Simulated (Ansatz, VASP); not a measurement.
## Two plane-wave programs on HgTe (Coloradoite)

The input POSCAR:

```
HgTe
1.0
    0.0000000000      3.2145000000      3.2145000000
    3.2145000000      0.0000000000      3.2145000000
    3.2145000000      3.2145000000      0.0000000000
Hg Te
1 1
Direct
    0.0000000000      0.0000000000      0.0000000000
    0.7500000000      0.7500000000      0.7500000000
```

File INCAR.step1:

```
PREC     = Accurate       # precision mode
ENCUT    = 600            # plane-wave cutoff, eV
EDIFF    = 1E-5           # SCF threshold, eV
ISMEAR   = -1             # smearing method
SIGMA    = 0.05           # smearing width, eV
LREAL    = F              # projectors in reciprocal space
LASPH    = T              # aspherical terms in the spheres
NELM     = 80             # most SCF steps
ALGO     = Normal         # electronic algorithm
LWAVE    = T              # write WAVECAR
LCHARG   = F              # write CHGCAR
GGA      = PE             # functional
```

Contents of INCAR.step2:

```
PREC     = Accurate       # precision mode
ENCUT    = 600            # plane-wave cutoff, eV
EDIFF    = 1E-7           # SCF threshold, eV
ISMEAR   = -1             # smearing method
SIGMA    = 0.05           # smearing width, eV
LREAL    = F              # projectors in reciprocal space
LASPH    = T              # aspherical terms in the spheres
NELM     = 80             # most SCF steps
ALGO     = Normal         # electronic algorithm
ISIF     = 3              # what is computed and relaxed
LWAVE    = F              # write WAVECAR
LCHARG   = F              # write CHGCAR
GGA      = PE             # functional
LHFCALC  = T              # exact exchange
AEXX     = 1.0            # exact-exchange fraction
ALDAC    = 0.0          
AGGAC    = 0.0          
PRECFOCK = Normal       
HFRCUT   = -1           
IBRION   = 2              # ionic algorithm
NSW      = 40             # ionic steps
EDIFFG   = -0.01          # ionic threshold
ISTART   = 1
```

Contents of KPOINTS:

```
regular mesh
0
Gamma
  4 4 4
```

The input input.yaml:

```yaml
crystal:
  lattice:
    - [0.0, 3.2145, 3.2145]
    - [3.2145, 0.0, 3.2145]
    - [3.2145, 3.2145, 0.0]
  atoms:
    - { symbol: Hg, position: [0.0, 0.0, 0.0] }
    - { symbol: Te, position: [0.75, 0.75, 0.75] }
hamiltonian:
  xc: hf
  pseudopotentials: { kind: paw }
kpoints:
  mp_grid: { grid: [4, 4, 4] }
scf:
  occupations: { method: fermi_dirac, width: 0.05 }
output:
  forces: true
  stress: true
  eigenvalues: true
relax:
  f_tol: 0.01
  max_steps: 40
  cell: { stress_tol: 0.05 }
```

Alike in both runs: task relaxation of cell and atoms; functional HF; k mesh 4 × 4 × 4; occupations fermi-dirac, width 0.05 eV; no spin polarisation.

|  | VASP | Ansatz |
| --- | --- | --- |
| version | VASP 6.6.1 | Ansatz 0.2.0 |
| potentials or method | VASP PAW PBE potentials, release 64 (Hg, Te) | Ansatz PAW |
| plane-wave cutoff (eV) | 600 | 420 |
| valence electrons in the cell | 18 | 36 |

```csv
,VASP,Ansatz,Ansatz less VASP
"gap on the k mesh at the Fermi level, each at its own relaxed structure (eV)",4.68,5.21,+0.537
relaxed volume (Å³/atom),36.72,38.07,+1.349
relaxed cell length with the largest relative difference (Å),4.701,4.758,+0.0569
energy change over the relaxation (meV/atom),-54,-98,-44.8
```

One of these differences is far larger than is usual between the two programs; its cause wasn't traced. The two sets of potentials don't hold the same shells in valence.

Caveats: the k mesh is coarse (spacing up to 0.42 Å⁻¹), so the values aren't converged, least of all with exact exchange; spin-orbit coupling is left out, which moves the levels of the heavy elements; the PAW data sets were made with another functional, which shifts forces and pressure a little (VASP); the volume moved by +11 % from the deposited cell, more than functionals usually miss (VASP); the plane-wave basis is chosen anew once the cell has moved, so the energies of steps on either side of that aren't comparable (Ansatz); the volume moved by +15 % from the deposited cell, more than functionals usually miss (Ansatz); the PAW data sets come from PBE, with cores solved anew for the run's functional, which leaves a small shift of forces and pressure (Ansatz). Zero-point motion and thermal expansion aren't in these numbers.
